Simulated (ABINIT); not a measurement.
Set up this calculation in ABINIT 10.8.3 (patched build), as the native input.

```
Task                : single point
Functional          : r2SCAN
Potentials or basis : JTH PAW PBE v2.0
Cutoff              : 707 eV
k mesh              : 9 × 9 × 5
Occupations         : fermi-dirac, width 0.05 eV
Spin                : no spin polarisation
Fine-grid cutoff    : 1306.15 eV
```

In:

```
In
1.0
     3.33548    0.00000    0.00000
    -1.66774    2.88861    0.00000
     0.00000    0.00000    5.50914
In
2
Direct
  0.66667 0.33333 0.75000
  0.33333 0.66667 0.25000
```

This isn't the form of In at room conditions, which is tetragonal.

One way to write it, as run:

run.abi

```
# Pseudopotentials
pp_dirpath "./"
pseudos "In.GGA_PBE-JTH.xml"

# Structure
acell 6.3031527308 6.3031527309 10.4107713002
rprim
     1.0000000000     0.0000000000     0.0000000000
    -0.5000000000     0.8660254038     0.0000000000
     0.0000000000     0.0000000000     1.0000000000
ntypat 1
znucl 49
natom 2
typat 1 1
xred
     0.6666666667     0.3333333333     0.7500000000
     0.3333333333     0.6666666667     0.2500000000

# Plane-wave basis
ecut 707.496042 eV
pawecutdg 48.0

# k points
kptopt 1
ngkpt 9 9 5
nshiftk 1
shiftk 0.0 0.0 0.0

# Exchange and correlation
ixc -497498
usekden 1
pawxcdev 0

# Bands and occupations
nband 17
occopt 3
tsmear 0.00183747

# SCF cycle
nstep 100
tolvrs 1.0e-7

# Output
iomode 3
prtwf 0
prtden 0
prteig 0
prtebands 0
enunit 1
```

Potentials or basis: JTH PAW PBE v2.0.

The run is started by

```bash
$ abinit run.abi > log 2>&1
```

Results of the run:

The pressure is -0.6 GPa. The band gap on the k mesh is none (metal or under the smearing width). The valence electrons inside the program's atomic spheres are In 11.10 (radii [1.3264] Å).

Caveat: the PAW data sets were made with another functional, which shifts forces and pressure a little.

It took 110 s on 1 thread of Intel(R) Xeon(R) Platinum 8375C CPU @ 2.90GHz (Ice Lake), on a shared host, peak memory 0.18 GiB.
